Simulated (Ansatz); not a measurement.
Take a crystal in which Hg has been replaced by Cd on all its sites, with the cell rescaled by a rough guess (in some cases also distorted within its space group) and nothing relaxed:

```
Cd
1.0
     0.00000    2.42976    2.42976
     2.42976    0.00000    2.42976
     2.42976    2.42976    0.00000
Cd
1
Direct
  0.00000 0.00000 0.00000
```

Computed with DFT PBEsol, scalar-relativistic, plane waves, PAW (Ansatz 0.2.0).

Plane waves to 420 eV, a k mesh through Γ of 14×14×14 on the computed 1-atom cell and Gaussian smearing (0.10 eV); no spin polarisation.

(1) What pressure does the cell carry?

(2) Is it a metal on this mesh?

Results:

(1) The pressure is -7.2 GPa (positive in compression), so the cell would contract.

(2) Yes, a band crosses the Fermi level.

This fcc form isn't the element's structure at ambient conditions.